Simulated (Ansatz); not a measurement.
# armchair graphene nanoribbon (N = 9, H edges): bands under strain, part 2 of 3

Wanted: the relaxed geometry and the bands of the armchair graphene nanoribbon (N = 9, H edges).

Ansatz 0.2.0; DFT PBE, plane waves, PAW; relaxation of a wire's period (the session's first sound run).

So far. Step 2 (Relaxing the period): The cell's length comes to 4.297 Å with spin left out.

## 3. The wire at its relaxed period

This step: DFT PBE, plane waves, PAW; bands of a perfect wire (Ansatz 0.2.0).

At the relaxed period the bands are computed along the axis; those that cross an energy going forward count the channels that a perfect wire would open there.

input.yaml reads:

```yaml
crystal:
  lattice:
    - [18.691, 0.0, 0.0]
    - [0.0, 7.0, 0.0]
    - [0.0, 0.0, 4.2971562775]
  atoms:
    - { symbol: C, position: [0.237911529, 0.5, 0.006904377] }
    - { symbol: C, position: [0.367996269, 0.5, 8.5534e-05] }
    - { symbol: C, position: [0.5, 0.5, 0.99933294] }
    - { symbol: C, position: [0.632003731, 0.5, 8.5534e-05] }
    - { symbol: C, position: [0.762088471, 0.5, 0.006904377] }
    - { symbol: C, position: [0.237911529, 0.5, 0.326428956] }
    - { symbol: C, position: [0.367996269, 0.5, 0.333247799] }
    - { symbol: C, position: [0.5, 0.5, 0.334000393] }
    - { symbol: C, position: [0.632003731, 0.5, 0.333247799] }
    - { symbol: C, position: [0.762088471, 0.5, 0.326428956] }
    - { symbol: H, position: [0.186617778, 0.5, 0.445959713] }
    - { symbol: H, position: [0.813382222, 0.5, 0.445959713] }
    - { symbol: C, position: [0.302219874, 0.5, 0.498676427] }
    - { symbol: C, position: [0.434274223, 0.5, 0.500610684] }
    - { symbol: C, position: [0.565725777, 0.5, 0.500610684] }
    - { symbol: C, position: [0.697780126, 0.5, 0.498676427] }
    - { symbol: C, position: [0.302219874, 0.5, 0.834656907] }
    - { symbol: C, position: [0.434274223, 0.5, 0.832722649] }
    - { symbol: C, position: [0.565725777, 0.5, 0.832722649] }
    - { symbol: C, position: [0.697780126, 0.5, 0.834656907] }
    - { symbol: H, position: [0.186617778, 0.5, 0.887373621] }
    - { symbol: H, position: [0.813382222, 0.5, 0.887373621] }
kpoints:
  mp_grid: { grid: [1, 1, 19] }
  band_path: { path: ["Γ", Z], npoints: 90 }
scf:
  occupations: { method: fermi_dirac, width: 0.05 }
hamiltonian:
  xc: pbe
output:
  dos: { e_range: [-5, 4] }
  write_potential: true
  write_density: true
  volumetric_format: npy
```

Command:

```
$ ansatz run input.yaml --threads 4 --pin off --max-ram 16384MiB --backend cpu --events-out ev --progress --plain --runs-dir out
```

Numbers of over 12 decimals in the logs are rounded to 6 here.

Log:

```text
[...]
Crystal: 22 atoms, lattice volume = 562.227 Å³
Basis set: ecut = 420 eV, 10995 PW (Γ)
Bands: 60, of which v1, the nominal top of the filled ones, is band 38 counted from 1 (37 counted from 0)
Symmetry: 8 space group operations
[...]
k-points: 10 of 19
[...]
SCF iter   1: F=—  HF=-4580.207001 eV  |F-HF|=—  |Δ(HF+E_count)|=         —  Δρ=2.54e-3  dr2=1.31e-1  ethr=1.77e-3  ⟨swp⟩=10.5  Hψ=3693  notcnv=0  defer=99
[...]
SCF iter   8: F=-4580.178799 eV  HF=-4580.178799 eV  |F-HF|=6.18e-8  |Δ(HF+E_count)|=   3.15e-8  Δρ=2.64e-6  dr2=3.23e-8  ethr=1.32e-10  ⟨swp⟩=24.6  Hψ=4259  notcnv=0
SCF 1 converged in 8 iterations: F = -4580.178799 eV  dr2 = 3.23e-8
[...]
NSCF: frozen V_eff on 91 k-points
WARN: The output density's exchange-correlation potential varies sharply where the density is thin. Do not read a vacuum level from v_tot or v_xc, or from such a field of the output density. On a cell that repeats whose density bears no net charge and no dipole along the vacuum's axis use v_es (v_loc + v_h of the components); under efield.dipole_correction with no amplitude use v_es + v_field, which holds any externa [...]
SCF converged after 8 iterations
Free energy (F): -4580.178799 eV
[...]
Internal energy: -4580.178760 eV  (E = F + TS)
E sigma→0 (E₀):  -4580.178779 eV
Entropy (-TS):   -0.000039 eV (-0.002 meV/atom)
Fermi energy:    -0.681547 eV
[...]
--- Band table (eV; the first three rows and the last of 10) ---
  k-point 0: bands = [... 34 lower, -2.8171, -2.1466, -1.7937, -1.0719, -0.2911, 0.4792, 0.6144, 0.9695, ... 18 higher]
  k-point 1: bands = [... 34 lower, -2.9219, -2.2682, -1.8253, -1.2990, -0.0662, 0.4950, 0.7483, 1.0970, ... 18 higher]
  k-point 2: bands = [... 34 lower, -3.1993, -2.5771, -1.9192, -1.7126, 0.3416, 0.5429, 1.0947, 1.4427, ... 18 higher]
  k-point 9: bands = [... 34 lower, -4.5855, -3.8499, -3.5104, -3.0733, 1.1391, 1.7688, 2.1121, 3.3376, ... 18 higher]
```

Wall time 38 s (4 threads of Arm Neoverse V1, shared host); peak memory 1.9 GiB; 2.5 min of CPU time.

Numbers from this step:

| Property | Result |
| --- | --- |
| band gap | 0.7808 eV |

The electronic bands at the labelled points (eV, zero at the Fermi level):

| point | band 35 | band 36 | band 37 | band 38 | band 39 | band 40 | band 41 | band 42 |
| --- | --- | --- | --- | --- | --- | --- | --- | --- |
| Γ | -2.14 | -1.47 | -1.11 | -0.39 | 0.39 | 1.16 | 1.30 | 1.65 |
| halfway | -3.08 | -2.61 | -2.23 | -1.75 | 1.53 | 2.21 | 2.39 | 3.16 |
| Z | -4.00 | -3.11 | -2.89 | -2.39 | 1.81 | 2.53 | 2.71 | 4.16 |

The gap is 0.781 eV, with spin left out.

On this path the gap is direct, 0.78 eV, with the valence top at Γ and the conduction bottom at Γ.

## 4. Strain along the wire, period over the relaxed period 0.96, k-mesh 1×1×15

This step: DFT PBE, plane waves, PAW; relaxation at a fixed period (Ansatz 0.2.0).

The period is set to 0.96 times the relaxed one and the atoms relax within it: strain changes bond lengths and angles, which shifts the bands against each other. Against the first PBE run of this kind, the mesh along the wire has 15 points against 19.

The cell differs from the one that the last finished run ended in (c 4.297 → 4.125 Å).

Edit input.yaml of step 3 so:

```diff
@@ -4,3 +4,3 @@
     - [0.0, 7.0, 0.0]
-    - [0.0, 0.0, 4.2971562775]
+    - [0.0, 0.0, 4.1252700264]
   atoms:
@@ -29,3 +29,3 @@
 kpoints:
-  mp_grid: { grid: [1, 1, 19] }
+  mp_grid: { grid: [1, 1, 15] }
   band_path: { path: ["Γ", Z], npoints: 90 }
@@ -35,6 +35,6 @@
   xc: pbe
+relax:
+  max_steps: 40
+  f_tol: 0.02
 output:
-  dos: { e_range: [-5, 4] }
-  write_potential: true
-  write_density: true
-  volumetric_format: npy
+  stress: true
```

Log:

```text
Warning: output.stress: scf.convergence.dr2_threshold = 1e-7 eV (the SCF's general default) is looser than the 2.2e-9 eV advised for a printed stress (1e-10 eV for each atom of the cell: 22). What an SCF threshold leaves in a stress goes as its square root, and in the free energy as the threshold itself, and one threshold admits the most on a small cell: [figures from the program's tests cut] Every solve of this run  [...]
[...]
Crystal: 22 atoms, lattice volume = 539.738 Å³
Basis set: ecut = 420 eV, 10521 PW (Γ), exchange–correlation on 250×96×60 points (8 copies of the dense FFT grid, shifted against one another)
Bands: 60, of which v1, the nominal top of the filled ones, is band 38 counted from 1 (37 counted from 0)
Symmetry: 8 space group operations
[...]
k-points: 8 of 15
[...]
SCF iter   1: F=—  HF=-4579.249382 eV  |F-HF|=—  |Δ(HF+E_count)|=         —  Δρ=2.45e-3  dr2=1.07e-1  ethr=1.77e-3  ⟨swp⟩=10.5  Hψ=2930  notcnv=0  defer=86
[...]
SCF iter   7: F=-4579.229301 eV  HF=-4579.229301 eV  |F-HF|=3.30e-7  |Δ(HF+E_count)|=   9.56e-7  Δρ=7.82e-6  dr2=4.75e-7  ethr=5.36e-9  ⟨swp⟩=2.9  Hψ=1454  notcnv=0
SCF 1 converged in 7 iterations: F = -4579.229301 eV  dr2 = 4.75e-7
[...]
relax step   1: F+E_penalty+E_count = -4579.22930116 eV  Δ(F+E_penalty+E_count) = +0.000e0 eV  max|allowed force component| = 1.711e0 eV/Å  Δτ_max = 0.0000 Å  (7 SCF iters, dr2 threshold 1.00e-5 eV, accepted)
[...]
SCF iter   6: F=-4579.360468 eV  HF=-4579.360468 eV  |F-HF|=1.18e-7  |Δ(HF+E_count)|=   1.36e-6  Δρ=2.14e-5  dr2=1.73e-6  ethr=2.04e-8  ⟨swp⟩=4.0  Hψ=1269  notcnv=0
SCF 2 converged in 6 iterations: F = -4579.360468 eV  dr2 = 1.73e-6
[...]
relax step   2: F+E_penalty+E_count = -4579.36046766 eV  Δ(F+E_penalty+E_count) = -1.312e-1 eV  max|allowed force component| = 4.239e-1 eV/Å  Δτ_max = 0.0444 Å  (6 SCF iters, dr2 threshold 1.00e-4 eV, accepted)
SCF iter   1: F=—  HF=-4579.380838 eV  |F-HF|=—  |Δ(HF+E_count)|=         —  Δρ=2.14e-3  dr2=1.31e-2  ethr=2.02e-4  ⟨swp⟩=4.2  Hψ=1143  notcnv=0  defer=108
[...]
SCF iter   5: F=-4579.377509 eV  HF=-4579.377509 eV  |F-HF|=2.55e-8  |Δ(HF+E_count)|=   2.87e-5  Δρ=2.03e-5  dr2=1.40e-6  ethr=1.48e-8  ⟨swp⟩=4.0  Hψ=1692  notcnv=0
SCF 3 converged in 5 iterations: F = -4579.377509 eV  dr2 = 1.40e-6
[...]
relax step   3: F+E_penalty+E_count = -4579.37750911 eV  Δ(F+E_penalty+E_count) = -1.704e-2 eV  max|allowed force component| = 8.335e-2 eV/Å  Δτ_max = 0.0174 Å  (5 SCF iters, dr2 threshold 1.12e-5 eV, accepted)
[...]
relax step   4: F+E_penalty+E_count = -4579.37790934 eV  Δ(F+E_penalty+E_count) = -4.002e-4 eV  max|allowed force component| = 1.687e-2 eV/Å  Δτ_max = 0.0032 Å  (5 SCF iters, dr2 threshold 4.34e-7 eV, accepted)
[...]
SCF iter   3: F=-4579.377909 eV  HF=-4579.377909 eV  |F-HF|=3.10e-9  |Δ(HF+E_count)|=   1.70e-9  Δρ=1.32e-6  dr2=8.55e-9  ethr=2.81e-11  ⟨swp⟩=3.0  Hψ=1314  notcnv=0
SCF 5 converged in 3 iterations: F = -4579.377909 eV  dr2 = 8.55e-9
relax step   5: F+E_penalty+E_count = -4579.37790937 eV  Δ(F+E_penalty+E_count) = -3.609e-8 eV  max|allowed force component| = 1.679e-2 eV/Å  Δτ_max = 0.0000 Å  (3 SCF iters, accepted)
[...]
the band table was solved once a step of the walk had ended and its energy, with any forces and stress, was formed, with the checks that follow a solve (3446 applications of the Hamiltonian). They found nothing against the state; the energy, forces and stress were not computed again (output.eigenvalues in the input reference)
[...]
SCF converged after 3 iterations
Free energy (F): -4579.377909 eV
[...]
Internal energy: -4579.376379 eV  (E = F + TS)
E sigma→0 (E₀):  -4579.377144 eV
Entropy (-TS):   -0.001531 eV (-0.070 meV/atom)
Fermi energy:    -0.397803 eV
[...]
--- Forces (eV/Å), atoms counted from 1 ---
  atom   1  C      0.01668261     0.00000000     0.00573344
  atom   2  C      0.00204106     0.00000000     0.00485150
  atom   3  C      0.00000000     0.00000000    -0.00276724
  atom   4  C     -0.00204106     0.00000000     0.00485150
  atom   5  C     -0.01668261    -0.00000000     0.00573344
  atom   6  C      0.01668261    -0.00000000    -0.00573344
  atom   7  C      0.00204106     0.00000000    -0.00485150
  atom   8  C      0.00000000     0.00000000     0.00276724
  atom   9  C     -0.00204106    -0.00000000    -0.00485150
  atom  10  C     -0.01668261     0.00000000    -0.00573344
  atom  11  H     -0.01678545     0.00000000     0.00827206
  atom  12  H      0.01678545     0.00000000     0.00827206
  atom  13  C     -0.00420420     0.00000000    -0.00002340
  atom  14  C      0.00338551    -0.00000000    -0.00410188
  atom  15  C     -0.00338551     0.00000000    -0.00410188
  atom  16  C      0.00420420     0.00000000    -0.00002340
  atom  17  C     -0.00420420     0.00000000     0.00002340
  atom  18  C      0.00338551     0.00000000     0.00410188
  atom  19  C     -0.00338551     0.00000000     0.00410188
  atom  20  C      0.00420420     0.00000000     0.00002340
  atom  21  H     -0.01678545     0.00000000    -0.00827206
  atom  22  H      0.01678545    -0.00000000    -0.00827206
  max |Σ_I F_I| component: 3.47e-18 eV/Å
--- Stress (GPa, compression-positive) ---
        0.024836       0.000000       0.000000
        0.000000       0.114659       0.000000
        0.000000       0.000000      11.771242
  P = ⅓ Tr σ = 3.9702 GPa (39.702 kbar)
--- Band table (eV; the first three rows and the last of 8) ---
  k-point 0: bands = [... 34 lower, -2.3105, -1.8145, -1.6516, -0.5822, -0.2134, 0.8457, 0.9464, 1.3071, ... 18 higher]
  k-point 1: bands = [... 34 lower, -2.5085, -1.8881, -1.8478, -1.0461, 0.2368, 0.9472, 1.0913, 1.5401, ... 18 higher]
  k-point 2: bands = [... 34 lower, -2.9914, -2.4073, -1.9717, -1.6579, 0.8114, 0.9632, 1.6574, 2.1258, ... 18 higher]
  k-point 7: bands = [... 34 lower, -4.4711, -3.8317, -3.4484, -3.0608, 1.3175, 1.9240, 2.3167, 3.5318, ... 18 higher]
--- Relaxed structure (5 steps of the walk, 5 accepted, 0 SCFs on fresh bases) ---
  F+E_penalty+E_count = -4579.37790937 eV   max|allowed force component| = 1.679e-2 eV/Å
  atoms:
    - { symbol: C, position: [0.235359, 0.5, 0.00299944] }
    - { symbol: C, position: [0.366983, 0.5, -0.00159472] }
    - { symbol: C, position: [0.5, 0.5, 0.998017] }
    - { symbol: C, position: [0.633017, 0.5, -0.00159472] }
    - { symbol: C, position: [0.764641, 0.5, 0.00299944] }
    - { symbol: C, position: [0.235359, 0.5, 0.330334] }
    - { symbol: C, position: [0.366983, 0.5, 0.334928] }
    - { symbol: C, position: [0.5, 0.5, 0.335316] }
    - { symbol: C, position: [0.633017, 0.5, 0.334928] }
    - { symbol: C, position: [0.764641, 0.5, 0.330334] }
    - { symbol: H, position: [0.184710, 0.5, 0.457681] }
    - { symbol: H, position: [0.815290, 0.5, 0.457681] }
    - { symbol: C, position: [0.300762, 0.5, 0.497068] }
    - { symbol: C, position: [0.433740, 0.5, 0.498936] }
    - { symbol: C, position: [0.566260, 0.5, 0.498936] }
    - { symbol: C, position: [0.699238, 0.5, 0.497068] }
    - { symbol: C, position: [0.300762, 0.5, 0.836265] }
    - { symbol: C, position: [0.433740, 0.5, 0.834398] }
    - { symbol: C, position: [0.566260, 0.5, 0.834398] }
    - { symbol: C, position: [0.699238, 0.5, 0.836265] }
    - { symbol: H, position: [0.184710, 0.5, 0.875652] }
    - { symbol: H, position: [0.815290, 0.5, 0.875652] }
```

Run time: 45 s. Hardware: 4 threads; peak memory 1.9 GiB; 3 min of CPU time.

Relaxation path:

| step | energy less that of the first step (eV) | largest force component (eV/Å) |
| --- | --- | --- |
| 1 | 0.0000 | 1.7105 |
| 2 | -0.1312 | 0.4239 |
| 3 | -0.1482 | 0.0833 |
| 4 | -0.1486 | 0.0169 |
| 5 | -0.1486 | 0.0168 |

The run keeps the 8 symmetry operations that it works with, so distortions that break them were not tested.

The atoms that moved most (Å):

| atom | dx | dy | dz | length |
| --- | --- | --- | --- | --- |
| H22 | 0.036 | 0.000 | -0.048 | 0.060 |
| H21 | -0.036 | 0.000 | -0.048 | 0.060 |
| H12 | 0.036 | 0.000 | 0.048 | 0.060 |
| H11 | -0.036 | 0.000 | 0.048 | 0.060 |
| C6 | -0.048 | 0.000 | 0.016 | 0.050 |
| C10 | 0.048 | 0.000 | 0.016 | 0.050 |
| C5 | 0.048 | 0.000 | -0.016 | 0.050 |
| C1 | -0.048 | 0.000 | -0.016 | 0.050 |

Final coordinates:

```xyz
22
Lattice="18.6910 0.0000 0.0000 0.0000 7.0000 0.0000 0.0000 0.0000 4.1253" Properties=species:S:1:pos:R:3
C     4.3991    3.5000    0.0124
C     6.8593    3.5000   -0.0066
C     9.3455    3.5000    4.1171
C    11.8317    3.5000   -0.0066
C    14.2919    3.5000    0.0124
C     4.3991    3.5000    1.3627
C     6.8593    3.5000    1.3817
C     9.3455    3.5000    1.3833
C    11.8317    3.5000    1.3817
C    14.2919    3.5000    1.3627
H     3.4524    3.5000    1.8881
H    15.2386    3.5000    1.8881
C     5.6215    3.5000    2.0505
C     8.1070    3.5000    2.0582
C    10.5840    3.5000    2.0582
C    13.0695    3.5000    2.0505
C     5.6215    3.5000    3.4498
C     8.1070    3.5000    3.4421
C    10.5840    3.5000    3.4421
C    13.0695    3.5000    3.4498
H     3.4524    3.5000    3.6123
H    15.2386    3.5000    3.6123
```

Numbers from this step:

- energy at zero smearing: -4579.3771 eV
- band gap: 0.3688 eV

The electronic bands at the labelled points (eV, zero at the Fermi level):

| point | band 35 | band 36 | band 37 | band 38 | band 39 | band 40 | band 41 | band 42 |
| --- | --- | --- | --- | --- | --- | --- | --- | --- |
| Γ | -1.91 | -1.42 | -1.25 | -0.18 | 0.18 | 1.24 | 1.34 | 1.70 |
| halfway | -3.10 | -2.91 | -2.32 | -1.97 | 1.50 | 2.18 | 2.39 | 2.99 |
| Z | -4.24 | -3.33 | -3.16 | -2.66 | 1.70 | 2.47 | 2.55 | 4.16 |

The gap is 0.369 eV, against 0.781 eV under PBE at the relaxed period.

## 5. Strain along the wire, period over the relaxed period 0.98, k-mesh 1×1×15

The period is set to 0.98 times the relaxed one and the atoms relax within it: strain changes bond lengths and angles, which shifts the bands against each other. Against the first PBE run of this kind, the mesh along the wire has 15 points against 19.

The cell differs from the one that the last finished run ended in (c 4.125 → 4.211 Å).

Edit input.yaml of step 4 so:

```diff
@@ -4,3 +4,3 @@
     - [0.0, 7.0, 0.0]
-    - [0.0, 0.0, 4.1252700264]
+    - [0.0, 0.0, 4.211213152]
   atoms:
```

Log:

```text
[...]
Crystal: 22 atoms, lattice volume = 550.982 Å³
Basis set: ecut = 420 eV, 10763 PW (Γ), exchange–correlation on 250×96×60 points (8 copies of the dense FFT grid, shifted against one another)
Bands: 60, of which v1, the nominal top of the filled ones, is band 38 counted from 1 (37 counted from 0)
Symmetry: 8 space group operations
[...]
- { symbol: H, position: [0.185761, 0.5, 0.452162] }
    - { symbol: H, position: [0.814239, 0.5, 0.452162] }
[...]
- { symbol: C, position: [0.301546, 0.5, 0.835412] }
    - { symbol: C, position: [0.434033, 0.5, 0.833455] }
    - { symbol: C, position: [0.565967, 0.5, 0.833455] }
    - { symbol: C, position: [0.698454, 0.5, 0.835412] }
    - { symbol: H, position: [0.185761, 0.5, 0.881171] }
    - { symbol: H, position: [0.814239, 0.5, 0.881171] }
[key lines of the parts left out:]
SCF converged after 5 iterations
Free energy (F): -4579.984883 eV
Fermi energy:    -0.543436 eV
P = ⅓ Tr σ = 1.9132 GPa (19.132 kbar)
```

The job ended after 44 s (4 threads; peak memory 1.9 GiB; 2.9 min of CPU time).

The steps of the relaxation:

| step | energy less that of the first step (eV) | largest force component (eV/Å) |
| --- | --- | --- |
| 1 | 0.0000 | 0.7679 |
| 2 | -0.0300 | 0.2072 |
| 3 | -0.0337 | 0.0399 |
| 4 | -0.0338 | 0.0055 |

Forces are held to the 8 operations that the run works with; a distortion that breaks them can't arise in this run.

The atoms that moved most (Å):

| atom | dx | dy | dz | length |
| --- | --- | --- | --- | --- |
| H22 | 0.016 | 0.000 | -0.026 | 0.031 |
| H21 | -0.016 | 0.000 | -0.026 | 0.031 |
| H12 | 0.016 | 0.000 | 0.026 | 0.031 |
| H11 | -0.016 | 0.000 | 0.026 | 0.031 |
| C10 | 0.023 | 0.000 | 0.008 | 0.024 |
| C6 | -0.023 | 0.000 | 0.008 | 0.024 |
| C5 | 0.023 | 0.000 | -0.008 | 0.024 |
| C1 | -0.023 | 0.000 | -0.008 | 0.024 |

The relaxed structure:

```xyz
22
Lattice="18.6910 0.0000 0.0000 0.0000 7.0000 0.0000 0.0000 0.0000 4.2112" Properties=species:S:1:pos:R:3
C     4.4241    3.5000    0.0209
C     6.8693    3.5000   -0.0027
C     9.3455    3.5000    4.2059
C    11.8217    3.5000   -0.0027
C    14.2669    3.5000    0.0209
C     4.4241    3.5000    1.3828
C     6.8693    3.5000    1.4064
C     9.3455    3.5000    1.4090
C    11.8217    3.5000    1.4064
C    14.2669    3.5000    1.3828
H     3.4721    3.5000    1.9042
H    15.2189    3.5000    1.9042
C     5.6362    3.5000    2.0969
C     8.1125    3.5000    2.1051
C    10.5785    3.5000    2.1051
C    13.0548    3.5000    2.0969
C     5.6362    3.5000    3.5181
C     8.1125    3.5000    3.5099
C    10.5785    3.5000    3.5099
C    13.0548    3.5000    3.5181
H     3.4721    3.5000    3.7108
H    15.2189    3.5000    3.7108
```

The gap is 0.586 eV, against 0.781 eV under PBE at the relaxed period.

(Continued in part 3 of 3.)

[Logs are printed without paths, hosts, clocks, repeated set-up lines and the standing remarks that a program may print on its own settings, such as how far it seeks lower states.]

[Hosts, paths, dates, database ids (printed as entryN), source tags and the programs' standing remarks are cut or masked in the printed files.]
